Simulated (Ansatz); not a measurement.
Input of an Ansatz 0.2.0 run:

input.yaml

```yaml
crystal:
  lattice:
    - [0.0, 2.4385, 2.4385]
    - [2.4385, 0.0, 2.4385]
    - [2.4385, 2.4385, 0.0]
  atoms:
    - { symbol: "Y", position: [0.0, 0.0, 0.0] }
    - { symbol: "N", position: [0.5, 0.5, 0.5] }
hamiltonian:
  xc: pbe
  pseudopotentials: { kind: paw }
kpoints:
  mp_grid: { grid: [9, 9, 9] }
scf:
  occupations: { method: gaussian, width: 0.028 }
output:
  forces: true
  stress: true
  eigenvalues: true
```

Potentials or basis: Ansatz PAW.

Launch:

```console
$ ansatz run input.yaml --threads 2 --pin off --max-ram 5632MiB --backend cpu --events-out ev --progress --plain --runs-dir out
```

Task: Predict the band gap on the k mesh.

Result: 0.24 eV, indirect (least direct gap 0.64 eV).

Task: What does it give for the pressure?

Result: 3.0 GPa.

Caveat: odd divisions of the mesh miss points on the zone boundary, where band edges often lie, so the gap on the mesh can be too wide. A k mesh can miss the band edges.
